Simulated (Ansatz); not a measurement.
# TiCo2: tests of the settings

The task here is to estimate one member of a computed series from the others.

Program: Ansatz 0.2.0. Level of theory: DFT PBEsol, scalar-relativistic, plane waves, PAW. These are calculated values, not measurements.

2 further runs of the same task are left out: 1 that didn't finish, 1 set aside as unsound or not needed. Runs told in other sessions of the task aren't counted.

## The starting structure

It takes space group Fd-3m (No. 227, cubic). Conventional cell: a = 6.704 Å, b = 6.704 Å, c = 6.704 Å, α = 90.00°, β = 90.00°, γ = 90.00°. Ti (site symmetry -43m) has 12 Co at 2.78 Å and 4 Ti at 2.90 Å in its first shell of neighbours. Co (site symmetry -3m) is surrounded by 6 Co at 2.37 Å and 6 Ti at 2.78 Å.

Coordinates:

```
CELL_PARAMETERS angstrom
0.00000 3.35200 3.35200
3.35200 0.00000 3.35200
3.35200 3.35200 0.00000
ATOMIC_POSITIONS crystal
Ti 0.50000 0.50000 0.50000
Ti 0.75000 0.75000 0.75000
Co 0.12500 0.12500 0.12500
Co 0.62500 0.12500 0.12500
Co 0.12500 0.12500 0.62500
Co 0.12500 0.62500 0.12500
```

The structure comes from the Crystallography Open Database; it is used as listed.

## The base input

The input, input.yaml:

```yaml
crystal:
  lattice:
    - [0.0, 3.352, 3.352]
    - [3.352, 0.0, 3.352]
    - [3.352, 3.352, 0.0]
  atoms:
    - { symbol: Ti, position: [0.5, 0.5, 0.5], spin: -0.33 }
    - { symbol: Ti, position: [0.75, 0.75, 0.75], spin: -0.33 }
    - { symbol: Co, position: [0.125, 0.125, 0.125], spin: 0.85 }
    - { symbol: Co, position: [0.625, 0.125, 0.125], spin: 0.85 }
    - { symbol: Co, position: [0.125, 0.125, 0.625], spin: 0.85 }
    - { symbol: Co, position: [0.125, 0.625, 0.125], spin: 0.85 }
basis:
  ecutwfc: 420
kpoints:
  mp_grid: { grid: [10, 10, 10] }
hamiltonian:
  xc: pbesol
scf:
  occupations: { method: gaussian, width: 0.1 }
output:
  forces: true
  stress: true
  eigenvalues: true
  populations: true
magnetization:
  spin_polarized: true
```

Its results, from an earlier run: -4220.2761 eV/atom at zero smearing, pressure -11.67 GPa, largest force 0.000 eV/Å, no gap on the mesh, site moments Ti -0.28 (×2), Co +0.74 (×4) μB, in 13 SCF cycles and 35 s.

Set-up of the first run:

The input, input.yaml:

```yaml
crystal:
  lattice:
    - [0.0, 3.352, 3.352]
    - [3.352, 0.0, 3.352]
    - [3.352, 3.352, 0.0]
  atoms:
    - { symbol: Ti, position: [0.5, 0.5, 0.5], spin: -0.31 }
    - { symbol: Ti, position: [0.75, 0.75, 0.75], spin: -0.31 }
    - { symbol: Co, position: [0.125, 0.125, 0.125], spin: 0.82 }
    - { symbol: Co, position: [0.625, 0.125, 0.125], spin: 0.82 }
    - { symbol: Co, position: [0.125, 0.125, 0.625], spin: 0.82 }
    - { symbol: Co, position: [0.125, 0.625, 0.125], spin: 0.82 }
basis:
  ecutwfc: 150
kpoints:
  mp_grid: { grid: [10, 10, 10] }
hamiltonian:
  xc: pbesol
scf:
  occupations: { method: gaussian, width: 0.1 }
output:
  forces: true
  stress: true
  eigenvalues: true
  populations: true
magnetization:
  spin_polarized: true
```

Command:

```console
ansatz run input.yaml --threads 1 --pin off --max-ram 2560MiB --backend cpu --events-out ev --progress --plain --runs-dir out
```

Steps of the session up to this table: Plane-wave cutoff: 150 eV; Plane-wave cutoff set to 200 eV; Plane-wave cutoff: 250 eV; Plane-wave cutoff set to 300 eV; Plane-wave cutoff: 350 eV; Plane-wave cutoff: 380 eV; Plane-wave cutoff: 460 eV; Plane-wave cutoff: 520 eV; Plane-wave cutoff: 600 eV; Plane-wave cutoff set to 700 eV; Plane-wave cutoff set to 850 eV.

One of the session's tables, all rows but one given; the rest of the session is left out.

| cutoff (eV) | ΔE (meV/atom) | pressure (GPa) | cell moment (μB) |
| --- | --- | --- | --- |
| 150 | 78803 | 74.00 | 0.00 |
| 200 | 16355 | -16.47 | 0.00 |
| 250 | ? | ? | ? |
| 300 | 480 | -10.30 | 2.10 |
| 350 | 42.5 | -11.37 | 2.13 |
| 380 | 8.60 | -11.64 | 2.16 |
| 420 | 2.61 | -11.67 | 2.17 |
| 460 | 1.83 | -11.67 | 2.18 |
| 520 | 1.04 | -11.66 | 2.18 |
| 600 | 0.62 | -11.66 | 2.18 |
| 700 | 0.18 | -11.66 | 2.18 |
| 850 | 0.00 | -11.66 | 2.18 |

Estimate the missing values for cutoff (eV) = 250.

Worked estimate for «ΔE (meV/atom)». A straight line through the neighbours (200, 16355) and (300, 480) gives 16355 + (480 − 16355) × (250 − 200) / (300 − 200) = 8418; a parabola fitted to 4 rows on both sides gives -1918.

**Answer.** ΔE (meV/atom): 3132; pressure (GPa): -14.07; cell moment (μB): 1.48. In «ΔE (meV/atom)» the line misses by +5286 and the parabola by -5050. Between these rows the values bend or scatter more than so simple an estimate can follow.

To keep in mind: The settings are coarse, so take the values as rough. Warnings in the runs' records: cutoff below recommended, seeded moment not kept.
